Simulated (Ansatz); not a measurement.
input.yaml (Ansatz)

```yaml
crystal:
  lattice:
    - [0.0, 1.7089360764, 1.7089360764]
    - [1.7089360764, 0.0, 1.7089360764]
    - [1.7089360764, 1.7089360764, 0.0]
  atoms:
    - { symbol: Fe, position: [0.0, 0.0, 0.0], spin: 2.5 }
hamiltonian:
  xc: lda
  pseudopotentials:
    kind: paw
    azcp:
      Fe: "pseudopotentials/Fe.paw.azcp"
basis:
  ecutwfc: 420
  fft_grid_basis: typed
kpoints:
  mp_grid: { grid: [18, 18, 18], shift: [0, 0, 0] }
magnetization:
  spin_polarized: true
scf:
  occupations: { method: fermi_dirac, width: 0.05 }
  lower_state_search: "off"
output:
  stress: true
  write_density: true
  write_potential: true
  elf: true
  volumetric_format: npy
```

and its output:

```
Warning: the record states the generating functional pbe (its physics header spells it `PBE`), which answers neither for hamiltonian.xc's functional nor for the lda family's — results may be inconsistent (PPs are generated against a specific XC)
Engine: ansatz 0.2.0, aarch64-unknown-linux-gnu
Pseudopotentials: kind: paw
Pseudopotential: Fe, paw, valence charge 16, recommended cutoff 420 eV (normal) 
Functional definition: SPW92
  exchange = slater_x
  correlation = pw_c
Crystal: 1 atoms, lattice volume = 9.982 Å³
Basis set: ecut = 420 eV, 181 PW (Γ)
Bands: 14, of which v1, the nominal top of the filled ones, is band 8 counted from 1 (7 counted from 0)
Symmetry: 48 space group operations
Space group: Fm-3m (ITA 225), of the structure as read, at distance tolerance 2.2e-5 Å
Magnetic group: BNS 225.116 (UNI 1618), of the structure as read, at distance tolerance 2.2e-5 Å
k-points: 195 of 5832
Non-local potential: Fe, projectors of the file, l = 0: 3, l = 1: 2, l = 2: 3, l = 3: 1
PAW form: soft (Blöchl's): semilocal exchange-correlation on the pseudo side does not see the compensation charge
PAW frozen core: Fe, regenerated for the run's functional, and the local potential with it (the file was generated under x = pbe(κ = 0.804, μ = 0.2195149727645171), c = pbe(β = 0.06672455060314922))
PAW one-centre angular grid: Fe, 590 points (default); XC on 64 Gauss nodes
Initial density: superposition of atomic densities (chi_scale 0.1, normalization cell)
Starting moments: Σ|m| = 2.5 μB on 1 of 1 site
Initial wavefunctions: pseudopotential atomic-orbital guess
Functional: x = slater, c = lda
SCF iter   1: F=—  HF=-4419.891659 eV  |F-HF|=—  |Δ(HF+E_count)|=         —  Δρ=1.47e-1 (↑1.47e-1 ↓5.35e-2)  dr2=8.76e-1  dr2_m=7.80e-1  M=1.591 μB ∫|m|=1.605 μB  β_m=0.30  ethr=3.10e-3  ⟨swp⟩=5.3  Hψ=26950  notcnv=0
SCF iter   2: F=—  HF=-4419.788270 eV  |F-HF|=—  |Δ(HF+E_count)|=   1.03e-1  Δρ=6.10e-2 (↑5.86e-2 ↓6.10e-2)  dr2=4.32e-3  dr2_m=3.25e-1  M=1.608 μB ∫|m|=1.625 μB  β_m=0.30  ethr=3.10e-3  ⟨swp⟩=2.3  Hψ=10664  notcnv=0  defer=337
SCF iter   3: F=—  HF=-4419.822107 eV  |F-HF|=—  |Δ(HF+E_count)|=   3.38e-2  Δρ=6.49e-2 (↑6.49e-2 ↓5.35e-2)  dr2=1.21e-2  dr2_m=3.19e-1  M=1.474 μB ∫|m|=1.497 μB  β_m=0.30  ethr=2.70e-5  ⟨swp⟩=2.4  Hψ=10531  notcnv=0  defer=331
SCF iter   4: F=—  HF=-4419.847381 eV  |F-HF|=—  |Δ(HF+E_count)|=   2.53e-2  Δρ=5.41e-2 (↑4.92e-2 ↓5.41e-2)  dr2=2.14e-3  dr2_m=2.44e-1  M=1.392 μB ∫|m|=1.417 μB  β_m=0.30  ethr=2.70e-5  ⟨swp⟩=2.3  Hψ=10320  notcnv=0  defer=331
SCF iter   5: F=—  HF=-4419.875825 eV  |F-HF|=—  |Δ(HF+E_count)|=   2.84e-2  Δρ=4.75e-2 (↑4.75e-2 ↓4.67e-2)  dr2=4.71e-5  dr2_m=2.03e-1  M=1.309 μB ∫|m|=1.338 μB  β_m=0.30  ethr=1.34e-5  ⟨swp⟩=1.9  Hψ=6988  notcnv=0  defer=331
SCF iter   6: F=—  HF=-4419.896727 eV  |F-HF|=—  |Δ(HF+E_count)|=   2.09e-2  Δρ=4.17e-2 (↑4.17e-2 ↓4.16e-2)  dr2=4.22e-6  dr2_m=1.59e-1  M=1.246 μB ∫|m|=1.276 μB  β_m=0.30  ethr=2.94e-7  ⟨swp⟩=2.2  Hψ=9440  notcnv=0  defer=331
SCF iter   7: F=—  HF=-4419.912102 eV  |F-HF|=—  |Δ(HF+E_count)|=   1.54e-2  Δρ=3.86e-2 (↑3.86e-2 ↓3.74e-2)  dr2=1.11e-4  dr2_m=1.32e-1  M=1.182 μB ∫|m|=1.213 μB  β_m=0.30  ethr=2.64e-8  ⟨swp⟩=2.9  Hψ=9970  notcnv=0  defer=325
...
SCF iter  22: F=-4420.004576 eV  HF=-4420.004576 eV  |F-HF|=2.73e-12  |Δ(HF+E_count)|=  2.81e-10  Δρ=4.92e-7 (↑4.92e-7 ↓4.11e-7)  dr2=5.75e-12  dr2_m=1.41e-11  M=0.000 μB ∫|m|=0.000 μB  ethr=1.26e-12  ⟨swp⟩=3.9  Hψ=21949  notcnv=0
WARN: the starting moments were not kept: the SCF closed with an absolute magnetisation of 3.1e-5 μB, where they sum to 2.5 μB in size (1 site). That is at most 0.1 of that sum. Measured as dr2_m measures the in/out step, that magnetisation stands 1.7e-9 eV from none, at or under the dr2_threshold of 1.0e-7 eV: it is no larger than a step whose dr2_m would equal this threshold. The system may hold no moment; this SCF shows only that its start led to no more than that. To try another start: raise the starting moments (crystal.atoms[].spin, magnetization.per_species, magnetization.initial_magnetization, or on a non-collinear deck that types none of these the spinor_matrix: blocks that start its atoms; where the total moment is fixed, keep their sum and leave initial_magnetization as it is; typed ones take the place of any that the run laid by itself, positive ones on a crystal's lanthanoids without a Hubbard term where scf.initial_density.shell_occupations: [] is typed) or, if the notice of its spin-set hold's release reads "site moments contracting" or "site moments show no strong build", lengthen the hold (scf.mixing.spin_hold: { on: { confirm: 4 } }; for m-r²SCAN on two components see the key's manual first). Each may lead to a state that holds a moment. A second SCF, from the converged charge density, with the starting moments and any scf.initial_density.shell_occupations laid on it anew, would have followed, and was not run: the deck does not ask for one (magnetization.retry_lost_moments is false, the default). To let it run, set magnetization.retry_lost_moments: true and run the deck again, where that key's refused combinations let it; where memory then withholds it, that run's warning says so.
SCF 1 converged in 22 iterations: F = -4420.004576 eV  dr2 = 5.75e-12
SCF converged after 22 iterations
Magnetization: 0.0000 μB (8.0000 up, 8.0000 down)
Absolute magnetization: 0.0000 μB (∫|ρ↑−ρ↓|, with the PAW one-centre terms)
Spin contamination: 0.0000 ħ² per cell (⟨S²⟩ above its minimum at these occupations)
Per-site moments (μB) at R_I (Å): [(3.0506694816110255e-5, 0.9969302377953367)]
Free energy (F): -4420.004576 eV
Harris-Foulkes:  -4420.004576 eV  (|F-HF|=2.73e-12)
Internal energy: -4419.990883 eV  (E = F + TS)
E sigma→0 (E₀):  -4419.997729 eV
Entropy (-TS):   -0.013693 eV (-13.693 meV/atom)
Fermi energy:    21.132999 eV
--- Per-component energies (eV) ---
  E_band       = -171.301798
  E_kinetic    = 356.339892
  E_local      = -1903.104327  (includes V_loc(G=0)·N_el)
  E_nonlocal   = 217.486890
  E_hartree    = 803.535136
  E_xc         = -119.148261
  E_vxc        = -154.229515  (∫ρ·V_xc dr)
  E_paw        = -1303.026108  (= ΣΔE_a)
  E_vpaw       = -294.866096  (= ΣTr[D̂ρ^β])
  E_aug_tail   = 0.001194  (compensation charges beyond the density's cutoff)
  E_ewald      = -2472.476834
  E_core_change = 0.401536  (= ΣΔE_core)
  E_smearing   = -0.013693  (= −TS)
  E_closure    = -0.000000  (closes the sum)
  Σ components = -4420.004576   (vs F -4420.004576, Δ=0.00e0)
--- Stress (GPa, compression-positive) ---
      -12.272083       0.000000      -0.000000
        0.000000     -12.272083      -0.000000
       -0.000000      -0.000000     -12.272083
  P = ⅓ Tr σ = -12.2721 GPa (-122.721 kbar)
--- Band table (eV; the first three rows and the last of 390) ---
  k-point 0 ↑: bands = ["-65.2998", "-31.3509", "-31.3509", "-31.3509", "12.1052", "19.4313", "19.4313", "19.4313", "21.0808", "21.0808", "43.9798", "49.6916", "49.6916", "49.6916"]
  k-point 1 ↑: bands = ["-65.2957", "-31.3717", "-31.3536", "-31.3536", "12.2408", "19.3789", "19.4720", "19.4720", "21.0605", "21.0605", "43.9051", "48.2635", "49.6063", "49.6063"]
  k-point 2 ↑: bands = ["-65.2840", "-31.4316", "-31.3614", "-31.3614", "12.6383", "19.2375", "19.5773", "19.5773", "21.0170", "21.0170", "43.3169", "46.2768", "49.4009", "49.4009"]
  k-point 194 ↓: bands = ["-65.1209", "-31.8210", "-31.7536", "-31.5993", "17.1484", "18.0816", "18.8227", "20.9661", "22.5001", "29.9812", "31.7366", "33.1844", "34.9714", "51.0133"]
```
